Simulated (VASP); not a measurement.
The system is WS2.

```
CELL_PARAMETERS angstrom
0.00000 3.00794 3.00794
3.00794 0.00000 3.00794
3.00794 3.00794 0.00000
ATOMIC_POSITIONS crystal
W 0.00000 0.00000 0.00000
S 0.25000 0.25000 0.25000
S 0.75000 0.75000 0.75000
```

Measurements of this composition are mostly on another form, of space group No. 194.

Base run:

```yaml
Program: VASP 6.6.1
Functional: PBEsol
Potentials_or_basis: VASP PAW PBE potentials, release 64 (W_sv, S)
Cutoff: 520 eV
k_mesh: 6 × 6 × 6
Occupations: gaussian, width 0.05 eV
Spin: collinear spin, ferromagnetic start
Starting_moments: "[0.5, 0.0, 0.0] μB"
```

Its results: band gap on the k mesh none (metal or under the smearing width); pressure -10.7 GPa.

Problem. After a change of settings the same cell gave: band gap on the k mesh none (metal or under the smearing width); pressure -14.2 GPa. Which change was it?
A. further incar settings from ALGO = Normal; EDIFF = 1e-06; NBANDS = 24 to ALGO = Fast; EDIFF = 1e-06; hubbard terms from none to W d U = 5 eV
B. spin from collinear spin, ferromagnetic start to no spin polarisation; further incar settings from ALGO = Normal; EDIFF = 1e-06; NBANDS = 24 to ALGO = Normal; EDIFF = 1e-06; NBANDS = 20
C. further incar settings from ALGO = Normal; EDIFF = 1e-06; NBANDS = 24 to ALGO = Normal; EDIFF = 1e-07; hubbard terms from none to W d U = 5 eV
D. further incar settings from ALGO = Normal; EDIFF = 1e-06; NBANDS = 24 to ALGO = Fast; EDIFF = 1e-06

Solution. B.

Caveats: the PAW data sets were made with another functional, which shifts forces and pressure a little.
